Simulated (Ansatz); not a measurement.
GeTe:
```cif
data_Ge3Te3
_chemical_formula_sum 'Ge3 Te3'
_space_group_name_H-M_alt 'R3m :H'
_space_group_IT_number 160
_space_group_name_Hall 'R 3 -2"'
_cell_length_a 4.18727
_cell_length_b 4.18727
_cell_length_c 11.07337
_cell_angle_alpha 90.000
_cell_angle_beta 90.000
_cell_angle_gamma 120.000
loop_
_atom_site_label
_atom_site_type_symbol
_atom_site_symmetry_multiplicity
_atom_site_Wyckoff_symbol
_atom_site_fract_x
_atom_site_fract_y
_atom_site_fract_z
_atom_site_occupancy
Ge1 Ge 3 a 0.00000 0.00000 0.76837 1
Te1 Te 3 a 0.00000 0.00000 0.23163 1
```
(The calculation used a cell of 2 atoms; values per cell refer to that cell.)

Relaxed with r²SCAN.

### Question
Decompose the optical modes at the zone centre into irreducible representations, and say which are infrared and Raman allowed.

### Answer
Point group 3m: Γ_opt = A1 + E. Infrared: A1, E. Raman: A1, E.

### Question
Assign frequencies (DFPT, the program Ansatz at the r²SCAN level (PAW); without the LO–TO term).

### Answer
E 108, A1 160 cm⁻¹.

Symmetry was held in the r²SCAN relaxation; of distortions, only those at the zone centre were tested. Scalar-relativistic: spin–orbit coupling is off unless named, which matters more the heavier the elements.

Potentials: the later of the program's two PAW sets.
